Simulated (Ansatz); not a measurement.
**TiTe2 in Ansatz: the effect of functional**

Crystal: TiTe2.

```xyz
3
Lattice="3.7517 0.0000 0.0000 -1.8758 3.2490 0.0000 0.0000 0.0000 6.4544" Properties=species:S:1:pos:R:3 pbc="T T T"
Te    0.0000    2.1660    4.7582
Te    1.8758    1.0830    1.6962
Ti    0.0000    0.0000    0.0000
```

The cell isn't the ideal one: volume scaled by 0.98.

Alike in all runs:

```yaml
Program: Ansatz 0.2.0
Task: single point
Potentials_or_basis: Ansatz PAW
k_mesh: 8 × 8 × 4
Occupations: fermi-dirac, width 0.05 eV
Spin: no spin polarisation
```

Problem. One run gave: pressure 2.4 GPa; largest force 0.04 eV/Å. Which functional did it use?
A. LDA
B. PBE
C. r2SCAN

Solution. C.

| functional | cutoff | pressure (GPa) | largest force (eV/Å) |
| --- | --- | --- | --- |
| LDA | 420 eV (not typed: the program's choice for these potentials) | -2.9 | 0.15 |
| r2SCAN | 500 eV (not typed: the program's choice for these potentials) | 2.4 | 0.04 |
| PBE | 420 eV (not typed: the program's choice for these potentials) | 2.3 | 0.19 |

Caveats: the PAW data sets come from PBE, with cores solved anew for the run's functional, which leaves a small shift of forces and pressure (some runs); this functional lacks dispersion, which binds the layers, so the pressure and a relaxed spacing across them are unreliable (some runs).
